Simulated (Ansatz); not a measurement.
Crystal: Hf.

```xyz
1
Lattice="0.0000 2.2200 2.2200 2.2200 0.0000 2.2200 2.2200 2.2200 0.0000" Properties=species:S:1:pos:R:3 pbc="T T T"
Hf    0.0000    0.0000    0.0000
```

This isn't the form of Hf at room conditions, which is hcp.

Base run:

```yaml
Program: Ansatz 0.2.0
Functional: LDA
Potentials_or_basis: all-electron LAPW, scalar-relativistic
Cutoff: 211 eV
Density_cutoff: 846 eV
Basis_error_allowed: 0.001 eV/atom
k_mesh: 10 × 10 × 10
Occupations: fermi-dirac, width 0.05 eV
Spin: no spin polarisation
```

Its results: pressure -5.7 GPa.

**Question.** The run is repeated on the same cell with these changes: functional from LDA to PBEsol. What comes out?

**Answer.** Pressure -1.7 GPa.

PBEsol binds less tightly than LDA, so the same cell stands under more pressure.

Not every run made on this cell is shown here.
